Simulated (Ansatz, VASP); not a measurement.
**One calculation of AlN, two programs**

```xyz
2
Lattice="0.0000 2.0345 2.0345 2.0345 0.0000 2.0345 2.0345 2.0345 0.0000" Properties=species:S:1:pos:R:3 pbc="T T T"
Al    2.0345    2.0345    2.0345
N     0.0000    0.0000    0.0000
```

Measurements of this composition are mostly on another form, of space group No. 186.

Alike in both runs: task relaxation of cell and atoms; functional revPBE; k mesh 11 × 11 × 11; occupations fermi-dirac, width 0.05 eV; no spin polarisation.

|  | VASP | Ansatz |
| --- | --- | --- |
| version | VASP 6.6.1 | Ansatz 0.2.0 |
| potentials or method | VASP PAW PBE potentials, release 64 (Al, N) | Ansatz PAW |
| plane-wave cutoff (eV) | 600 | 420 |
| valence electrons in the cell | 8 | 8 |

Ansatz gave:

```
gap on the k mesh at the Fermi level, each at its own relaxed structure (eV) : 4.53
relaxed volume (Å³/atom)                                                     : 8.55
relaxed cell length with the largest relative difference (Å)                 : 2.892
energy change over the relaxation (meV/atom)                                 : -1
```

Task: What did VASP give for the same quantities?

Result: gap on the k mesh at the Fermi level, each at its own relaxed structure (eV): 4.53; relaxed volume (Å³/atom): 8.52; relaxed cell length with the largest relative difference (Å): 2.889; energy change over the relaxation (meV/atom): -1.

Caveats: the PAW data sets were made with another functional, which shifts forces and pressure a little (VASP); an odd mesh through Γ misses points on the zone boundary, where band edges often lie (VASP); odd divisions of the mesh miss points on the zone boundary, where band edges often lie, so the gap on the mesh can be too wide (Ansatz); the plane-wave basis is chosen anew once the cell has moved, so the energies of steps on either side of that aren't comparable (Ansatz); the pressure holds a Pulay correction of +0.5 GPa for the finite cutoff (Ansatz); the PAW data sets come from PBE, with cores solved anew for the run's functional, which leaves a small shift of forces and pressure (Ansatz).
